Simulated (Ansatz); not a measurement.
# SrTiO3 (tilted perovskite): the cost of one run

Method: DFT PBE, scalar-relativistic, plane waves, PAW, in Ansatz 0.2.0.

## 1. Starting point

It takes space group I4/mcm (No. 140, tetragonal). The conventional cell has a = 5.400 Å, b = 5.400 Å, c = 7.700 Å, α = 90.00°, β = 90.00°, γ = 90.00°. Sr (site symmetry -42m) has 12 O at 2.61 to 2.82 Å as nearest neighbours. Around Ti (site symmetry 4/m) lie 6 O at 1.92 to 1.93 Å. Around O (site symmetry 422) lie 2 Ti at 1.93 Å and 4 Sr at 2.70 Å. Around O (site symmetry m2m) lie 2 Ti at 1.92 Å and 2 Sr at 2.61 Å.

Coordinates:

```cif
data_structure
_symmetry_space_group_name_H-M 'P 1'
_symmetry_Int_Tables_number 1
_cell_length_a 5.4224
_cell_length_b 5.4224
_cell_length_c 5.4224
_cell_angle_alpha 120.273
_cell_angle_beta 120.273
_cell_angle_gamma 89.527
_cell_volume 112.27
loop_
_atom_site_label
_atom_site_type_symbol
_atom_site_fract_x
_atom_site_fract_y
_atom_site_fract_z
_atom_site_occupancy
Sr1 Sr 0.75000 0.25000 0.50000 1
Sr2 Sr 0.25000 0.75000 0.50000 1
Ti1 Ti 0.00000 0.00000 0.00000 1
Ti2 Ti 0.50000 0.50000 0.00000 1
O1 O 0.25000 0.25000 0.00000 1
O2 O 0.75000 0.75000 0.00000 1
O3 O 0.77000 0.27000 0.04000 1
O4 O 0.23000 0.73000 0.96000 1
O5 O 0.27000 0.23000 0.50000 1
O6 O 0.73000 0.77000 0.50000 1
```

## 2. Cell and atoms relaxed at 0 GPa

File input.yaml:

```yaml
crystal:
  lattice:
    - [-2.7, 2.7, 3.85]
    - [2.7, -2.7, 3.85]
    - [2.7, 2.7, -3.85]
  atoms:
    - { symbol: Sr, position: [0.75, 0.25, 0.5] }
    - { symbol: Sr, position: [0.25, 0.75, 0.5] }
    - { symbol: Ti, position: [0.0, 0.0, 0.0] }
    - { symbol: Ti, position: [0.5, 0.5, 0.0] }
    - { symbol: O, position: [0.25, 0.25, 0.0] }
    - { symbol: O, position: [0.75, 0.75, 0.0] }
    - { symbol: O, position: [0.77, 0.27, 0.04] }
    - { symbol: O, position: [0.23, 0.73, 0.96] }
    - { symbol: O, position: [0.27, 0.23, 0.5] }
    - { symbol: O, position: [0.73, 0.77, 0.5] }
scf:
  occupations: { method: fixed }
output:
  forces: true
  stress: true
  eigenvalues: true
  write_density: true
  write_potential: true
  elf: true
  volumetric_format: npy
hamiltonian:
  xc: pbe
basis:
  ecutwfc: 560
kpoints:
  mp_grid: { grid: [6, 6, 6] }
relax:
  f_tol: 0.003
  max_steps: 60
  cell: { stress_tol: 0.03, p_target: 0 }
```

Run with:

```bash
> ansatz run input.yaml --threads 2 --pin off --max-ram 6144MiB --backend cpu --events-out ev --progress --plain --runs-dir out
```

Q: Estimate wall time and peak memory on 2 threads of AMD EPYC 7R43 (Zen 3), shared host.

About 61 s, with a peak of 0.65 GiB.
